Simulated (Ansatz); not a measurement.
**Li2S (Fm-3m): zero-pressure volume and bulk modulus with PBEsol + D3(BJ)**

An exercise on one series of results from a longer session: the logs are not shown, and one member is left open.

Computed with Ansatz 0.2.0 (DFT PBEsol + D3(BJ), scalar-relativistic, plane waves, PAW, unless a step's input says otherwise).

2 further runs of the same task are left out: 1 that didn't finish, 1 set aside as unsound or not needed. Runs told in other sessions of the task aren't counted.

## Starting point

The structure is cubic, space group Fm-3m (No. 225). The conventional cell has a = 5.708 Å, b = 5.708 Å, c = 5.708 Å, α = 90.00°, β = 90.00°, γ = 90.00°. Li (site symmetry -43m) has 4 S at 2.47 Å in its first shell of neighbours. S (site symmetry m-3m) has 8 Li at 2.47 Å in its first shell of neighbours.

As a file:

```
CELL_PARAMETERS angstrom
0.00000 2.85400 2.85400
2.85400 0.00000 2.85400
2.85400 2.85400 0.00000
ATOMIC_POSITIONS crystal
Li 0.25000 0.25000 0.25000
Li 0.75000 0.75000 0.75000
S 0.00000 0.00000 0.00000
```

An earlier run at PBE left this cell at 15.498 Å³/atom and -0.05 GPa (8×8×8 mesh), gap on the mesh 3.39 eV.

Set-up of the first run:

File input.yaml:

```yaml
crystal:
  lattice:
    - [0.0, 2.8540007422, 2.8540007422]
    - [2.8540007422, 0.0, 2.8540007422]
    - [2.8540007422, 2.8540007422, 0.0]
  atoms:
    - { symbol: Li, position: [0.25, 0.25, 0.25] }
    - { symbol: Li, position: [0.75, 0.75, 0.75] }
    - { symbol: S, position: [0.0, 0.0, 0.0] }
basis:
  ecutwfc: 420
  ecutrho_ratio: 4
kpoints:
  mp_grid: { grid: [8, 8, 8] }
hamiltonian:
  xc: pbesol
  dispersion: d3bj
scf:
  occupations: { method: gaussian, width: 0.05 }
output:
  forces: true
  stress: true
  eigenvalues: true
```

Launch:

```sh
$ ansatz run input.yaml --threads 4 --pin off --max-ram 8192MiB --backend cpu --events-out ev --progress --plain --runs-dir out
```

Among the steps run: At the given cell; Stepping to 15.141 Å³/atom; Stepping to 14.227 Å³/atom; Volume × 0.98 of the new zero; Volume × 1.02 of the new zero; Volume × 0.96 of the new zero; Volume × 1.04 of the new zero.

One of the session's tables, all rows but one given; the rest of the session is left out.

It belongs to the step «Energy and pressure against volume». 

```
volume (Å³/atom)  energy (meV/atom)  pressure (GPa)
          13.658               3.37            2.02
          13.943               0.77            0.93
          14.227               0.00           -0.05
          14.512                  ?               ?
          14.796               3.31           -1.76
```

Q: Estimate the row for volume (Å³/atom) = 14.512 from the others.

Worked estimate for «energy (meV/atom)». A straight line through the neighbours (14.227, 0.00) and (14.796, 3.31) gives 0.00 + (3.31 − 0.00) × (14.512 − 14.227) / (14.796 − 14.227) = 1.66; a parabola fitted to 3 rows on both sides gives 0.85.

**Answer.** energy (meV/atom): 0.90; pressure (GPa): -0.94. In «energy (meV/atom)» the line misses by +0.76 and the parabola by -0.05.
